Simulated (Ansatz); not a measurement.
**SnSe: a single-point run**

Aim: a sound single-point run of SnSe. The structure is shown as the input types it.

Program: Ansatz 0.2.0. Level of theory: density functional or hybrid calculation with the settings of its input, plane waves (as first typed). These are calculated values, not measurements.

## (1) The system as given

Symmetry: I4/mmm, No. 139, tetragonal system. The conventional cell has a = 4.219 Å, b = 4.219 Å, c = 5.993 Å, α = 90.00°, β = 90.00°, γ = 90.00°. Around Sn (site symmetry 4/mmm) lie 6 Se at 2.98 to 3.00 Å. Se (site symmetry 4/mmm) has 6 Sn at 2.98 to 3.00 Å as nearest neighbours.

Coordinates:

```cif
data_structure
_symmetry_space_group_name_H-M 'P 1'
_symmetry_Int_Tables_number 1
_cell_length_a 4.2193
_cell_length_b 4.2193
_cell_length_c 5.9930
_cell_angle_alpha 90.000
_cell_angle_beta 90.000
_cell_angle_gamma 90.000
_cell_volume 106.69
loop_
_atom_site_label
_atom_site_type_symbol
_atom_site_fract_x
_atom_site_fract_y
_atom_site_fract_z
_atom_site_occupancy
Sn1 Sn 0.50000 0.00000 0.25009 1
Sn2 Sn 0.00000 0.50000 0.74991 1
Se1 Se 0.50000 0.00000 0.74990 1
Se2 Se 0.00000 0.50000 0.25010 1
```

## (2) The run

Input file input.yaml:

```yaml
crystal:
  lattice:
    - [4.2193393516, 0.0, 0.0]
    - [0.0, 4.2193393516, 0.0]
    - [0.0, 0.0, 5.9930255593]
  atoms:
    - { symbol: Sn, position: [0.5, 0.0, 0.2500915766] }
    - { symbol: Sn, position: [0.0, 0.5, 0.7499084234] }
    - { symbol: Se, position: [0.5, 0.0, 0.7498972969] }
    - { symbol: Se, position: [0.0, 0.5, 0.2501027031] }
kpoints:
  mp_grid: { grid: [4, 4, 4] }
hamiltonian:
  xc: pbe
scf:
  occupations: { method: fixed }
  n_extra_bands: 5
output:
  forces: true
  stress: true
  eigenvalues: true
magnetization:
  spin_orbit: true
```

The run is started by

```sh
> ansatz run input.yaml --threads 4 --pin off --max-ram 4608MiB --backend cpu --events-out ev --progress --plain --runs-dir out
```

What happens when this is run?

The run ended at the input check. Its message: «inconsistent input (magnetization.spin_orbit, magnetization.noncollinear): true requires noncollinear: true — spin–orbit coupling acts on 2-spinor wavefunctions; set both flags»

Look at the input: magnetization.spin_orbit is true. Spin-orbit coupling was asked of a set-up that can't carry it.

Fix: delete magnetization.spin_orbit (the default then holds).
